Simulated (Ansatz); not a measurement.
# Relativistic treatment of Au

```yaml
crystal:
  lattice:
    - [2.90000, 0.00000, 0.00000]
    - [-1.45000, 2.51147, 0.00000]
    - [0.00000, 0.00000, 4.88000]
  atoms:
    - { symbol: Au, position: [0.33333, 0.66667, 0.75000] }
    - { symbol: Au, position: [0.66667, 0.33333, 0.25000] }
```

Atoms are numbered in the order listed.

The conventional cell has a = 2.900 Å, b = 2.900 Å, c = 4.880 Å, α = 90.00°, β = 90.00°, γ = 120.00°. Around Au (atom 1) lie 12 Au at 2.90 to 2.96 Å.

The cell is COD entry 1545302, as deposited and not checked against the literature; nothing was relaxed.

One fixed cell is solved with PBE by all-electron LAPW in Ansatz 0.2.0 under different relativistic treatments. Pressure is positive in compression.

Settings: a Γ-centred 14×14×8 k mesh, Fermi–Dirac smearing of 0.03 eV, basis error target 0.5 meV/atom, no spin polarisation.

Order the settings by the pressure that they give at this fixed cell, lowest first.
A. non-relativistic
B. scalar-relativistic
C. with spin–orbit coupling

C (0.36 GPa), B (1.98 GPa), A (26.2 GPa).

```tsv
setting	P (GPa)	lowest level at Γ above −25 eV, from the valence-band top or, without a gap, the Fermi level (eV)
scalar-relativistic	1.98	-9.43
non-relativistic	26.18	-7.83
with spin–orbit coupling	0.36	-9.47
```
